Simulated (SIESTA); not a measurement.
The system is HgSe.

```
CELL_PARAMETERS angstrom
0.00000 3.03900 3.03900
3.03900 0.00000 3.03900
3.03900 3.03900 0.00000
ATOMIC_POSITIONS crystal
Hg 0.00000 0.00000 0.00000
Se 0.75000 0.75000 0.75000
```

Base run:

- Program: SIESTA 5.4.2
- Functional: BLYP
- Potentials or basis: PseudoDojo 0.4 standard (PBE files)
- Basis: DZP (energy shift 0.002 Ry)
- Grid cutoff: 800 Ry
- Energy shift: 0.002 Ry
- k mesh: 8 × 8 × 8
- Occupations: fermi-dirac, width 0.05 eV
- Spin: no spin polarisation

Its results: band gap on the k mesh none (metal or under the smearing width); pressure 9.8 GPa.

Task: The run is repeated on the same cell with these changes: functional from BLYP to PBE. What comes out?

Result: Band gap on the k mesh none (metal or under the smearing width); pressure 6.5 GPa.

PBE binds more tightly than BLYP, so the same cell stands under less pressure.

Caveats: semicore shells carry a single zeta, which can move pressures by several GPa and volumes by a few percent; the valence orbitals were made in a potential fitted to the semicore shell under them, which widens gaps by tenths of an eV or more; spin-orbit coupling is left out, which moves the levels of the heavy elements; the basis of atomic orbitals isn't converged, which shifts pressures, moduli and gaps; the potentials were made for another functional, which shifts forces and pressure (some runs).
